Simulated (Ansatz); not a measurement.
Level of theory: DFT PBE, scalar-relativistic, plane waves, PAW (Ansatz 0.2.0). Several structures of BiS4 were relaxed, and the powder pattern of one of them was computed from 10° to 70° in 2θ (λ = 1.5406 Å; lines under 1 % are left out).

Cu Kα1 powder pattern (kinematic, no thermal factors).
2θ (°) (relative intensity): 13.85 (100), 19.63 (13), 22.01 (1), 26.10 (25), 27.90 (21), 29.66 (46), 31.27 (10), 35.82 (10), 38.58 (42), 39.87 (3), 42.40 (13), 44.82 (11), 44.90 (5), 46.01 (12), 47.21 (9), 48.28 (1), 49.44 (3), 50.47 (9), 51.52 (8), 53.69 (7), 55.73 (5), 56.68 (6), 57.66 (2), 59.61 (2), 61.52 (4), 61.58 (2), 62.48 (3), 63.46 (8), 64.34 (11), 65.24 (1), 65.31 (7), 69.77 (8)

Question: Which structure gives it?
A.

```
Bi S
1.0
     4.63804    0.00000    0.00000
     0.00000    4.63804    0.00000
     0.00000    0.00000    4.63804
Bi S
1 4
Direct
  0.00000 0.00000 0.00000
  0.50000 0.50000 0.50000
  0.00000 0.50000 0.50000
  0.50000 0.00000 0.50000
  0.50000 0.50000 0.00000
```

B.

```
Bi S
1.0
     0.00000    4.88764    4.88764
     4.88764    0.00000    4.88764
     4.88764    4.88764    0.00000
Bi S
1 4
Cartesian
  0.0000 0.0000 0.0000
  1.5022 1.5022 1.5022
  1.5022 3.3854 3.3854
  3.3854 3.3854 1.5022
  3.3854 1.5022 3.3854
```

C.

```
Bi S
1.0
     6.39007    0.00000    0.00000
     0.00000    6.39007    0.00000
     0.00000    0.00000    4.03444
Bi S
1 4
Direct
  0.00000 0.00000 0.50000
  0.65864 0.00000 0.00000
  0.34136 0.00000 0.00000
  0.00000 0.65864 0.00000
  0.00000 0.34136 0.00000
```

Answer: C. Its strongest line, at 2θ = 13.85°, has d = λ/(2 sin θ) = 6.390 Å and is the (1 0 0) reflection of the conventional P4/mmm cell with a = 6.390 Å, c = 4.034 Å. The others have their strongest lines at 27.2° (A); 15.7° (B).

The cells needn't be stable.
